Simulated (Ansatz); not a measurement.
The calculation used Ansatz, DFT PBE, scalar-relativistic, plane waves, PAW. All cells share a 420 eV cutoff and Γ-centred k meshes spaced at most about 0.3 Å⁻¹ (about 0.25 or finer for metals, 2π included). No spin polarisation in the final relaxations.

These are static total energies at zero pressure.

Compare these two cells of Sb, each relaxed at this level.

A.

```
Sb
1.0
    12.88081    0.00000    0.00000
     0.00000    4.37837    0.00000
     0.00000    0.00000    4.55941
Sb
8
Cartesian
  11.1268 0.0000 0.3376
  1.4407 2.1892 2.2318
  4.6864 0.0000 4.2219
  7.8811 2.1892 2.3276
  11.4401 2.1892 2.3276
  1.7540 0.0000 4.2219
  4.9997 2.1892 2.2318
  8.1944 0.0000 0.3376
```

B.

```
Sb
1.0
    12.72751    0.00000    0.00000
     0.00000    4.35330    0.00000
     0.00000    0.00000    4.59557
Sb
8
Direct
  0.12800 0.25000 0.32274
  0.37200 0.75000 0.82274
  0.62800 0.25000 0.17726
  0.87200 0.75000 0.67726
  0.13862 0.75000 0.75332
  0.36138 0.25000 0.25332
  0.63862 0.75000 0.74668
  0.86138 0.25000 0.24668
```

Problem. Which would you expect to be lower, and how large is the difference?

Solution. A is lower, by 22 meV/atom. The two are nearly one structure: a small distortion parts them. A has space group Pmma (No. 51), 32.1 Å³/atom and no gap on its mesh; B has space group Pnma (No. 62), 31.8 Å³/atom and no gap. In A, around Sb on its first site lie 3 Sb at 2.93–2.98 Å, 2 Sb at 3.39 Å and 1 Sb at 3.57 Å; Sb on its second site is surrounded by 3 Sb at 2.88–2.98 Å and 3 Sb at 3.39–3.56 Å. In B, around Sb on its first site lie 3 Sb at 2.94–2.99 Å and 3 Sb at 3.41 Å; around Sb on its second site lie 3 Sb at 2.94–2.99 Å and 3 Sb at 3.41 Å. Both come from invented guesses. The part of the Crystallography Open Database at hand lists Sb in space groups No. 139, 166, 194, 221, 225 and others; no cell shown has one of them.

These runs have no spin–orbit coupling, which can matter for Sb. The zero gap of Pmma, Pnma may come from the functional, which often closes small gaps, or the cell may be a true semimetal. Cells relaxed within their symmetry can be saddle points. The Pmma cell of Sb came from shaking the Pnma one.
